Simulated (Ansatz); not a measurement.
# I: the cost of one run

Program: Ansatz 0.2.0. Level of theory: DFT PBE, scalar-relativistic, plane waves, PAW. These are calculated values, not measurements.

## (1) The starting structure

It takes space group C2/m (No. 12, monoclinic). The conventional cell has a = 13.934 Å, b = 9.848 Å, c = 6.488 Å, α = 90.00°, β = 116.30°, γ = 90.00°. Around I (site symmetry m) lie 1 I at 2.09 Å. Around I (site symmetry 1) lie 1 I at 2.11 Å.

Coordinates:

```cif
data_structure
_symmetry_space_group_name_H-M 'P 1'
_symmetry_Int_Tables_number 1
_cell_length_a 8.5314
_cell_length_b 8.5314
_cell_length_c 6.4879
_cell_angle_alpha 111.212
_cell_angle_beta 111.212
_cell_angle_gamma 70.503
_cell_volume 399.07
loop_
_atom_site_label
_atom_site_type_symbol
_atom_site_fract_x
_atom_site_fract_y
_atom_site_fract_z
_atom_site_occupancy
I1 I 0.82600 0.82600 0.17400 1
I2 I 0.17400 0.17400 0.82600 1
I3 I 0.24800 0.24800 0.18600 1
I4 I 0.75200 0.75200 0.81400 1
I5 I 0.76910 0.30290 0.18100 1
I6 I 0.69710 0.23090 0.81900 1
I7 I 0.23090 0.69710 0.81900 1
I8 I 0.30290 0.76910 0.18100 1
```

(A quick probe on a coarse mesh, which set the mesh and smearing, is not shown.)

## (3) A loose first relaxation

File input.yaml:

```yaml
crystal:
  lattice:
    - [6.9669542602, -4.9240719382, 0.0]
    - [6.9669542602, 4.9240719382, 0.0]
    - [-2.8746160283, 0.0, 5.816331606]
  atoms:
    - { symbol: I, position: [0.826, 0.826, 0.174] }
    - { symbol: I, position: [0.174, 0.174, 0.826] }
    - { symbol: I, position: [0.248, 0.248, 0.186] }
    - { symbol: I, position: [0.752, 0.752, 0.814] }
    - { symbol: I, position: [0.7691, 0.3029, 0.181] }
    - { symbol: I, position: [0.6971, 0.2309, 0.819] }
    - { symbol: I, position: [0.2309, 0.6971, 0.819] }
    - { symbol: I, position: [0.3029, 0.7691, 0.181] }
basis:
  ecutwfc: 420
kpoints:
  mp_grid: { grid: [2, 2, 4] }
hamiltonian:
  xc: pbe
scf:
  occupations: { method: gaussian, width: 0.1 }
  lower_state_search: "off"
output:
  forces: true
  stress: true
  eigenvalues: true
relax:
  adjacent_minimum: "off"
  f_tol: 0.04
  max_steps: 70
  cell: { stress_tol: 0.4 }
```

Q: Estimate wall time and peak memory on 1 thread of an x86-64 CPU, shared host.

About 6.1 min, with a peak of 0.74 GiB.
